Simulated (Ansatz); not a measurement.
The first iterations of a band of a periodic cell of 17 atoms, Si (host Si, host structure diamond, interstitial Si).

Theory: DFT PBEsol, scalar-relativistic, plane waves, PAW (Ansatz). Settings: PAW set soft_1, cutoff 420 eV, k mesh 2x2x2, gaussian smearing 0.02 eV, no spin polarisation.

* movable images: 5
* climbing image: yes
* spring: 5.0 eV/Å²
* optimiser: quadratic models (default)
* start path: straight line
* force threshold: 0.05 eV/Å
* iteration limit: 48
* end points: relaxed

First end point:

```xyz
17
Lattice="0.0000 5.4300 5.4300 5.4300 0.0000 5.4300 5.4300 5.4300 0.0000" Properties=species:S:1:pos:R:3
Si 0.005 -0.005 -0.005
Si 1.325 1.358 1.356
Si 2.691 2.739 -0.024
Si 4.073 4.106 1.358
Si 2.696 -0.019 2.734
Si 4.074 1.359 4.106
Si 5.456 2.741 2.741
Si 6.791 4.079 4.072
Si 0.004 2.719 2.719
Si 1.357 4.071 4.073
Si 2.710 5.425 2.720
Si 4.071 6.787 4.039
Si 2.711 2.719 5.426
Si 4.073 4.040 6.787
Si 5.452 5.408 5.408
Si 6.821 6.788 6.789
Si 4.076 6.794 6.787
```

Last end point:

Only the atoms that move by more than 0.05 Å are listed.
```
Si17 2.711 8.147 8.146
```

| iteration | highest image above the first end (eV) | largest band force component (eV/Å) |
| --- | --- | --- |
| 1 | 0.966 | 1.531 |
| 2 | 0.523 | 0.712 |

**Question.** Does the band converge within its limit, and where does its top end?

**Answer.** It converged. It ended after 7 iterations with the highest image 0.294 eV above the first end. By the program's own check the climbing image is a first-order saddle point (lowest curvatures found: -0.24 and 0.54 eV/Å²). Limits of this set-up: coarse k mesh, PAW files made for another functional, a small cell, in which the defect meets its images.

The run took 6 min on 1 thread of Arm Neoverse V2, on a shared host, peak memory 0.81 GiB.
